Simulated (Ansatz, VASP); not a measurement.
# One calculation of ScAl3, two programs

```
CELL_PARAMETERS angstrom
0.00000 4.10591 0.00000
0.00000 0.00000 4.10591
8.21182 0.00000 0.00000
ATOMIC_POSITIONS crystal
Sc 0.00000 0.00000 0.00000
Sc 0.00000 0.00000 0.50000
Al 0.00000 0.50000 0.25000
Al 0.00000 0.50000 0.75000
Al 0.50000 0.50000 0.50000
Al 0.50000 0.50000 0.00000
Al 0.50000 0.00000 0.25000
Al 0.50000 0.00000 0.75000
```

Alike in both runs: task single point; functional PBE; k mesh 6 × 6 × 4; occupations gaussian, width 0.2 eV; no spin polarisation.

|  | VASP | Ansatz |
| --- | --- | --- |
| version | VASP 6.6.1 | Ansatz 0.2.0 |
| potentials or method | VASP PAW PBE potentials, release 64 (Sc_sv, Al) | scalar-relativistic, plane waves, PAW |
| plane-wave cutoff (eV) | 520 | 420 |
| valence electrons in the cell | 40 | 40 |

Ansatz gave:

* gap on the k mesh at the Fermi level (eV): none
* pressure (GPa): -0.1

Question: What did VASP give for the same quantities?

Answer: gap on the k mesh at the Fermi level (eV): none; pressure (GPa): 0.0.

A gap of «none» marks a metal or a gap that the smearing closes. The functional is the same, so the differences come from potentials, cutoffs and numerics.

Caveats: the real-space grid breaks the cell's symmetry a little (VASP).
